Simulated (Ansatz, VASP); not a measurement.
This is a calculation of Ta2N for VASP 6.6.1. The cell comes from a database or a generator and needn't be the stable form of this composition.

The input INCAR:

```
PREC = Accurate ; ENCUT = 600
EDIFF = 1E-7 ; ISMEAR = -1
SIGMA = 0.05 ; LREAL = F
LASPH = T ; NELM = 100
ALGO = Normal ; ISIF = 3
LWAVE = F ; LCHARG = F
GGA = RP ; IVDW = 12
IBRION = 2 ; NSW = 60
EDIFFG = -0.01
```

The input KPOINTS:

```
regular mesh
0
Gamma
  10 10 6
```

The input POSCAR:

```
Ta2N
1.0
    3.1128615060      0.0000000000      0.0000000000
   -1.5564307530      2.6958171426      0.0000000000
    0.0000000000      0.0000000000      4.8698410000
Ta N
2 1
Direct
    0.3333333333      0.6666666667      0.2547110000
    0.6666666667      0.3333333333      0.7452890000
    0.0000000000      0.0000000000      0.0000000000
```

Potentials or basis: VASP PAW PBE potentials, release 64 (Ta_pv, N).

The run is started by

```sh
$ cat potpaw_PBE.64/Ta_pv/POTCAR potpaw_PBE.64/N/POTCAR > POTCAR
$ mpirun -np 1 vasp_std > vasp.out
```

Question: Translate it to Ansatz 0.2.0. Potentials or basis there: Ansatz PAW, cutoff 420 eV.

Answer: As run (cutoffs and basis follow the program's own potentials, and thresholds, step limits or extra output files can differ):

The input input.yaml:

```yaml
crystal:
  lattice:
    - [3.112861506, 0.0, 0.0]
    - [-1.556430753, 2.6958171426, 0.0]
    - [0.0, 0.0, 4.869841]
  atoms:
    - { symbol: Ta, position: [0.3333333333, 0.6666666667, 0.254711] }
    - { symbol: Ta, position: [0.6666666667, 0.3333333333, 0.745289] }
    - { symbol: "N", position: [0.0, 0.0, 0.0] }
hamiltonian:
  xc: rpbe
  pseudopotentials: { kind: paw }
  dispersion: d3bj
kpoints:
  mp_grid: { grid: [10, 10, 6] }
scf:
  occupations: { method: fermi_dirac, width: 0.05 }
output:
  forces: true
  stress: true
  eigenvalues: true
relax:
  f_tol: 0.01
  max_steps: 40
  cell: { stress_tol: 0.05 }
```

Potentials or basis: Ansatz PAW.

Command:

```bash
$ ansatz run input.yaml --threads 2 --pin off --max-ram 5632MiB --backend cpu --events-out ev --progress --plain --runs-dir out
```

Both were run:

|  | VASP | Ansatz |
| --- | --- | --- |
| Relaxed volume | 11.94 Å³/atom | 11.92 Å³/atom |
| Relaxed cell | a = 2.955 Å, b = 2.955 Å, c = 4.738 Å, α = 90.00°, β = 90.00°, γ = 120.00° | a = 2.953 Å, b = 2.953 Å, c = 4.734 Å, α = 90.00°, β = 90.00°, γ = 120.00° |
| Space group after relaxing | P-3m1 (No. 164) | P-3m1 (No. 164) |
| Pressure after relaxing | 0.0 GPa | 0.0 GPa |

Ansatz's pressure holds a Pulay term of +0.30 GPa for its cutoff of 420 eV, which the other run lacks.

The potentials hold 27 and 31 valence electrons a cell.

VASP's potentials were made for PBE. Ansatz's potentials were made for PBE.

Where Ansatz's input types no cutoff or centring, it takes its own default and a Γ-centred mesh.

Pressure is positive in compression.
